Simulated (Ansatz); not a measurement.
**TiO2: band structure with BLYP**

**What was measured.**

From “Shallow Valence Band of Rutile GeO2 and P-type Doping”, 2020, arxiv:2011.08928, for a bulk crystal of TiO2 at 1.6 K: band gap 3.03 eV (direct).

TiO2:

```
Ti O
1.0
     4.59984    0.00000    0.00000
     0.00000    4.59984    0.00000
     0.00000    0.00000    2.95921
Ti O
2 4
Direct
  0.00000 0.00000 0.50000
  0.50000 0.50000 0.00000
  0.30432 0.30432 0.50000
  0.19568 0.80432 0.00000
  0.80432 0.19568 0.00000
  0.69568 0.69568 0.50000
```

The cell is a database's computed one.

```json
{"Program": "Ansatz 0.2.0", "Task": "band structure", "Functional": "BLYP", "Potentials or basis": "Ansatz PAW", "Cutoff": "420 eV (not typed: the program's choice for these potentials)", "k mesh": "6 × 6 × 9", "Occupations": "fermi-dirac, width 0.05 eV", "Spin": "no spin polarisation", "Path": "[[\"G\", \"X\", \"M\", \"G\", \"Z\", \"R\", \"A\", \"Z\"], [\"X\", \"R\"], [\"M\", \"A\"]]", "Points for each segment of the path": "14"}
```

```
Pressure                : 9.9 GPa
Largest force           : 0.067 eV/Å
Band gap on the k mesh  : 1.86 eV, direct
Band gap along the path : 1.86 eV, direct
```

Forces on the atoms (eV/Å):
```
Ti   0.000  0.000  0.000
Ti   0.000  0.000  0.000
O   -0.048 -0.048  0.000
O    0.048 -0.048  0.000
O   -0.048  0.048  0.000
O    0.048  0.048  0.000
```

Stress tensor (GPa, compression positive):
```
 9.81  0.00  0.00
 0.00  9.81  0.00
 0.00  0.00 10.03
```

Levels at the corners of the path, in eV from the valence-band top:
```
point  band 21  band 22  band 23  band 24  band 25  band 26  band 27  band 28
    Γ    -0.70    -0.45    -0.45     0.00     1.86     2.16     2.37     2.48
    X    -1.63    -1.63    -0.72    -0.72     2.52     2.52     2.99     2.99
    M    -1.29    -1.29    -1.06    -1.06     1.90     1.90     2.50     2.50
    Γ    -0.70    -0.45    -0.45     0.00     1.86     2.16     2.37     2.48
    Z    -2.32    -2.32    -1.41    -1.41     2.94     2.94     3.15     3.15
    R    -2.01    -2.01    -1.02    -1.02     1.91     1.91     3.17     3.17
    A    -1.28    -1.28    -0.67    -0.67     2.58     2.58     3.19     3.19
    Z    -2.32    -2.32    -1.41    -1.41     2.94     2.94     3.15     3.15
    X    -1.63    -1.63    -0.72    -0.72     2.52     2.52     2.99     2.99
    R    -2.01    -2.01    -1.02    -1.02     1.91     1.91     3.17     3.17
    M    -1.29    -1.29    -1.06    -1.06     1.90     1.90     2.50     2.50
    A    -1.28    -1.28    -0.67    -0.67     2.58     2.58     3.19     3.19
```

Wall time 14 s on 2 threads of Intel(R) Xeon(R) Processor @ 2.50GHz (Skylake/Cascade Lake), with other jobs on the host, peak memory 0.43 GiB.

Measured gap of TiO2: 3.03 eV (direct; 1.6 K; quoted in “Shallow Valence Band of Rutile GeO2 and P-type Doping”, 2020, arxiv:2011.08928). This calculation gives 1.86 eV (-1.17 eV). 2 values of this kind are on record in papers (3.03 to 3.05 eV); this one was drawn at random among those near their median. The value is that of BLYP, without temperature or zero-point motion. Semilocal functionals fall short of measured gaps as a rule. The cell is a database's relaxed one, not the measured one, which moves gaps too.

Caveat: the pressure holds a Pulay correction of +0.9 GPa for the finite cutoff; the PAW data sets come from PBE, with cores solved anew for the run's functional, which leaves a small shift of forces and pressure.
